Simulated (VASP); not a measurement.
# Mg (P6_3/mmc) in VASP: elastic constants with PBE

Aim: the elastic constants of Mg with PBE.

Everything below comes from runs of VASP 6.6.1. Logs are shortened: lines on timing, memory, paths and dates and some standing lists are left out, and cuts for length are marked.

## Step 1: The crystal as given

It takes space group P6_3/mmc (No. 194, hexagonal). Conventional cell: a = 3.209 Å, b = 3.209 Å, c = 5.210 Å, α = 90.00°, β = 90.00°, γ = 120.00°. Mg (site symmetry -6m2) is surrounded by 12 Mg at 3.20 to 3.21 Å.

## Step 2: Elastic constants, PBE

POSCAR

```
Mg
1.0
    3.2093000000      0.0000000000      0.0000000000
   -1.6046500000      2.7793353300      0.0000000000
    0.0000000000      0.0000000000      5.2103000000
Mg
2
Direct
    0.3333333300      0.6666666700      0.2500000000
    0.6666666700      0.3333333300      0.7500000000
```

INCAR.step1

```
ALGO = Fast ; EDIFF = 1E-8
EDIFFG = -0.002 ; ENCUT = 600
GGA = PE ; IBRION = 2
ISIF = 3 ; ISMEAR = 0
LASPH = T ; LCHARG = F
LREAL = F ; LWAVE = F
NELM = 80 ; NSW = 40
PREC = Accurate ; SIGMA = 0.1
```

INCAR.step2

```
ALGO = Fast ; EDIFF = 1E-8
ENCUT = 600 ; GGA = PE
IBRION = 6 ; ISIF = 3
ISMEAR = 0 ; LASPH = T
LCHARG = F ; LREAL = F
LWAVE = F ; NELM = 80
NFREE = 2 ; NSW = 1
POTIM = 0.015 ; PREC = Accurate
SIGMA = 0.1
```

KPOINTS

```
k-points
0
Gamma
  15 15 8
```

Potentials or basis: VASP PAW PBE potentials, release 64 (Mg).

The run is started by

```console
cat potpaw_PBE.64/Mg/POTCAR > POTCAR
cp INCAR.step1 INCAR
mpirun -np 1 vasp_std > vasp.out
cp CONTCAR POSCAR
cp INCAR.step2 INCAR
mpirun -np 1 vasp_std > vasp.out
```

OUTCAR:

```text
EDIFF = 1E-8
   ENCUT = 600
   GGA = PE
   IBRION = 6
   ISIF = 3
   ISMEAR = 0
   LASPH = T
   LREAL = F
   NELM = 80
   NFREE = 2
   NSW = 1
   POTIM = 0.015
   PREC = Accurate

 ion  position               nearest neighbor table
   1  0.333  0.667  0.250-   2 3.17   2 3.17   2 3.17   2 3.17   2 3.17   2 3.17
   2  0.667  0.333  0.750-   1 3.17   1 3.17   1 3.17   1 3.17   1 3.17   1 3.17

  LATTYP: Found a hexagonal cell.
 ALAT       =     3.2063355087
 C/A-ratio  =     1.6013696305

  Lattice vectors:

 A1 = (   3.2063355087,   0.0000000000,   0.0000000000)
 A2 = (  -1.6031677543,   2.7767680052,   0.0000000000)
 A3 = (   0.0000000000,   0.0000000000,   5.1345283088)

Analysis of symmetry for initial positions (statically):
=====================================================================
 Subroutine PRICEL returns:
 Original cell was already a primitive cell.

 Routine SETGRP: Setting up the symmetry group for a
 hexagonal supercell.

 Subroutine GETGRP returns: Found 24 space group operations
 (whereof 12 operations were pure point group operations)
 out of a pool of 24 trial point group operations.

The static configuration has the point symmetry D_3d.
 The point group associated with its full space group is D_6h.

Analysis of symmetry for dynamics (positions and initial velocities):
=====================================================================
 Subroutine PRICEL returns:
 Original cell was already a primitive cell.

 Routine SETGRP: Setting up the symmetry group for a
 hexagonal supercell.

 Subroutine GETGRP returns: Found 24 space group operations
 (whereof 12 operations were pure point group operations)
 out of a pool of 24 trial point group operations.

The dynamic configuration has the point symmetry D_3d.
 The point group associated with its full space group is D_6h.

 Subroutine INISYM returns: Found 24 space group operations
 (whereof 12 operations are pure point group operations),
 and found     1 'primitive' translations

----------------------------------------------------------------------------------------

                                     Primitive cell

  volume of cell :      45.7140

  direct lattice vectors                    reciprocal lattice vectors
     3.206335509  0.000000000  0.000000000     0.311882520  0.180065457  0.000000000
    -1.603167754  2.776768005  0.000000000     0.000000000  0.360130914  0.000000000
     0.000000000  0.000000000  5.134528309     0.000000000  0.000000000  0.194759857

  length of vectors
     3.206335509  3.206335510  5.134528309     0.360130914  0.360130914  0.194759857

  position of ions in fractional coordinates (direct lattice)
     0.333333330  0.666666670  0.250000000
     0.666666670  0.333333330  0.750000000

  ion indices of the primitive-cell ions
   primitive index   ion index
                 1           1
                 2           2

----------------------------------------------------------------------------------------

 KPOINTS: k-points

Automatic generation of k-mesh.
 Grid dimensions read from file:
 generate k-points for:   15   15    8

 Generating k-lattice:

[... 116 lines left out ...]

  FORCE on cell =-STRESS in cart. coord.  units (eV):
  Direction    XX          YY          ZZ          XY          YZ          ZX
  --------------------------------------------------------------------------------------
  -------------------------------------------------------------------------------------
  Total        0.0004717      0.0004717     -0.0001424      0.0000000      0.0000000      0.0000000
  in kB        0.0165326      0.0165326     -0.0049903      0.0000000      0.0000000      0.0000000
  external PRESSURE =       0.0093583 kB  Pullay stress =       0.0000000 kB
[... 89 lines left out ...]
  FREE ENERGIE OF THE ION-ELECTRON SYSTEM (eV)
  ---------------------------------------------------
  free  energy   TOTEN  =        -3.0131018387 eV

  energy  without entropy=       -3.0085747023  energy(sigma->0) =       -3.01083827

[... ionic steps 4 to 14 ...]

--------------------------------------- Ionic step       15  -------------------------------------------

 number of electron       4.0000000 magnetization

------------------------ aborting loop because EDIFF is reached ----------------------------------------
[... 67 lines left out ...]
--------------------------------------- Ionic step       17  -------------------------------------------

 number of electron       4.0000000 magnetization

 Free energy of the ion-electron system (eV)
  ---------------------------------------------------
  ext. energy  EPLUGINS =         0.00000000
  ---------------------------------------------------
  free energy    TOTEN  =        -3.01480657 eV

  energy without entropy =       -3.00996083  energy(sigma->0) =       -3.01238370

 E-fermi :   2.6540     XC(G=0):  -8.5044

 val. band max:        2.6384096617   @ k =   0.3333   0.1333   0.1250
 cond. band min:       2.6695954208   @ k =   0.3333   0.1333   0.0000
 fundamental gap:      0.0311857592
 Fermi energy:         2.6539817738

 k-point     1 :       0.0000    0.0000    0.0000
  band No.  band energies     occupation
      1      -4.2944      2.00000
      2       1.0375      2.00000
      3       1.5431      2.00000
      4      13.4749      0.00000
      5      13.4749      0.00000
      6      13.5645      0.00000
[... 199 lines left out ...]
 k-point    24 :       0.4000    0.2000    0.0000
  band No.  band energies     occupation
      1       1.0214      2.00000
      2       1.0309      2.00000
      3       4.5228      0.00000
      4       5.8681      0.00000
      5       6.2529      0.00000
      6       6.5297      0.00000

 [... further k-points ...]

------------------------ aborting loop because EDIFF is reached ----------------------------------------

  FORCE on cell =-STRESS in cart. coord.  units (eV):
  Direction    XX          YY          ZZ          XY          YZ          ZX
  --------------------------------------------------------------------------------------
  -------------------------------------------------------------------------------------
  Total        0.0009720      0.0009720      0.0014806      0.0000000      0.0000000      0.0000000
  in kB        0.0340657      0.0340657      0.0518919      0.0000000      0.0000000      0.0000000
  external PRESSURE =       0.0400078 kB  Pullay stress =       0.0000000 kB
[... 17 lines left out ...]
  FREE ENERGIE OF THE ION-ELECTRON SYSTEM (eV)
  ---------------------------------------------------
  free  energy   TOTEN  =        -3.0148065734 eV

  energy  without entropy=       -3.0099608288  energy(sigma->0) =       -3.01238370

 INTERNAL STRAIN TENSORS FROM STRAINED CELLS
 ============================================

 INTERNAL STRAIN TENSOR FOR ION    1 for displacements in x,y,z  (eV/Angst):
          X           Y           Z          XY          YZ          ZX
  --------------------------------------------------------------------------------
  x    -0.00000    -0.00000    -0.00000    -0.79531     0.00000     0.00000
  y    -0.80798     0.80629    -0.00000    -0.00000    -0.00001     0.00001
  z     0.00000     0.00000     0.00000     0.00000     0.00172     0.00000

 INTERNAL STRAIN TENSORS FROM DISPLACED ATOMS
 ============================================

 INTERNAL STRAIN TENSOR FOR ION    1 for displacements in x,y,z  (eV/Angst):
          X           Y           Z          XY          YZ          ZX
  --------------------------------------------------------------------------------
  x     0.00000     0.00000     0.00000    -0.81089     0.00000     0.00000
  y    -0.81089     0.81089     0.00000    -0.00000     0.00000     0.00000
  z    -0.00000     0.00000     0.00000     0.00000     0.00000     0.00000

 INTERNAL STRAIN TENSOR FOR ION    2 for displacements in x,y,z  (eV/Angst):
          X           Y           Z          XY          YZ          ZX
  --------------------------------------------------------------------------------
  x     0.00000     0.00000     0.00000     0.81089     0.00000     0.00000
  y     0.81089    -0.81089    -0.00000     0.00000     0.00000     0.00000
  z     0.00000    -0.00000    -0.00000     0.00000     0.00000     0.00000

 Eigenvectors and eigenvalues of the dynamical matrix
 ----------------------------------------------------

   1 f  =    7.579071 THz    47.620709 2PiTHz  252.810605 cm-1    31.344506 meV
             X         Y         Z           dx          dy          dz
     -0.000000  1.851179  1.283632    -0.000000    0.000000    0.707107
      1.603168  0.925589  3.850896     0.000000   -0.000000   -0.707107
[... 16 lines left out ...]
   5 f  =    0.000000 THz     0.000000 2PiTHz    0.000001 cm-1     0.000000 meV
             X         Y         Z           dx          dy          dz
     -0.000000  1.851179  1.283632     0.702806    0.041043    0.066173
      1.603168  0.925589  3.850896     0.702806    0.041043    0.066173

   6 f/i=    0.000000 THz     0.000000 2PiTHz    0.000002 cm-1     0.000000 meV
             X         Y         Z           dx          dy          dz
     -0.000000  1.851179  1.283632     0.071769   -0.574550   -0.405883
      1.603168  0.925589  3.850896     0.071769   -0.574550   -0.405883

--------------------------------------------------------------------------------------------------------

 ELASTIC MODULI CONTR FROM IONIC RELAXATION (kBar)
 Direction    XX          YY          ZZ          XY          YZ          ZX
 --------------------------------------------------------------------------------
 XX         -31.0702     31.0702      0.0000     -0.0000      0.0000      0.0000
 YY          31.0702    -31.0702     -0.0000      0.0000      0.0000      0.0000
 ZZ           0.0000     -0.0000     -0.0000      0.0000      0.0000      0.0000
 XY          -0.0000      0.0000      0.0000    -31.0702      0.0000      0.0000
 YZ           0.0000      0.0000      0.0000      0.0000      0.0000      0.0000
 ZX           0.0000      0.0000      0.0000      0.0000      0.0000      0.0000
 --------------------------------------------------------------------------------

 TOTAL ELASTIC MODULI (kBar)
 Direction    XX          YY          ZZ          XY          YZ          ZX
 --------------------------------------------------------------------------------
 XX         566.6988    330.9570    194.5654     -0.0000      0.0000      0.0000
 YY         330.9570    566.6988    194.5654      0.0000      0.0000      0.0000
 ZZ         194.5654    194.5654    708.4711      0.0000      0.0000      0.0000
 XY          -0.0000      0.0000      0.0000    117.8709      0.0000      0.0000
 YZ          -0.0000      0.0000      0.0000     -0.0000    132.6353      0.0000
 ZX           0.0000      0.0000      0.0000      0.0000      0.0000    132.6353
 --------------------------------------------------------------------------------
```

It took 7.8 min on 1 thread of Intel Xeon 6975P-C (Granite Rapids), shared host; peak memory 0.5 GiB.

Results:

```yaml
Relaxed_volume: 22.86 Å³/atom
Relaxed_cell: a = 3.206 Å, b = 3.206 Å, c = 5.135 Å, α = 90.00°, β = 90.00°, γ = 120.00°
Space_group_after_relaxing_to_0.05_Å: P6_3/mmc (No. 194)
Voigt_bulk_modulus: 36 GPa
Highest_phonon_frequency_at_Γ: 253 cm⁻¹
```

The path:
```csv
step,energy change (eV),largest force (eV/Å),pressure (GPa),volume (Å³)
1,0.0000,0.0000,-0.59,46.47
2,-0.0019,0.0000,-0.15,45.91
3,-0.0022,0.0000,0.08,45.61
4,-0.0022,0.0000,0.09,45.60
5,-0.0024,0.0000,0.05,45.65
6,-0.0024,0.0000,0.01,45.70
7,-0.0024,0.0000,0.01,45.70
8,-0.0024,0.0000,0.00,45.71
```

Final structure:
```cif
data_structure
_symmetry_space_group_name_H-M 'P 1'
_symmetry_Int_Tables_number 1
_cell_length_a 3.2063
_cell_length_b 3.2063
_cell_length_c 5.1345
_cell_angle_alpha 90.000
_cell_angle_beta 90.000
_cell_angle_gamma 120.000
_cell_volume 45.71
loop_
_atom_site_label
_atom_site_type_symbol
_atom_site_fract_x
_atom_site_fract_y
_atom_site_fract_z
_atom_site_occupancy
Mg1 Mg 0.33333 0.66667 0.25000 1
Mg2 Mg 0.66667 0.33333 0.75000 1
```

Phonon frequencies in cm⁻¹ (negative: imaginary):
| q point | frequencies |
| --- | --- |
| (0.000, 0.000, 0.000) | 0 0 0 129 129 253 |

Elastic tensor in Voigt notation (GPa, in the Cartesian axes of the cell as first typed):
```
57 33 19  0  0  0
33 57 19  0  0  0
19 19 71  0  0  0
 0  0  0 13  0  0
 0  0  0  0 13  0
 0  0  0  0  0 12
```

Clamped-ion elastic tensor (GPa):
```
60 30 19  0  0  0
30 60 19  0  0  0
19 19 71  0  0  0
 0  0  0 13  0  0
 0  0  0  0 13  0
 0  0  0  0  0 15
```
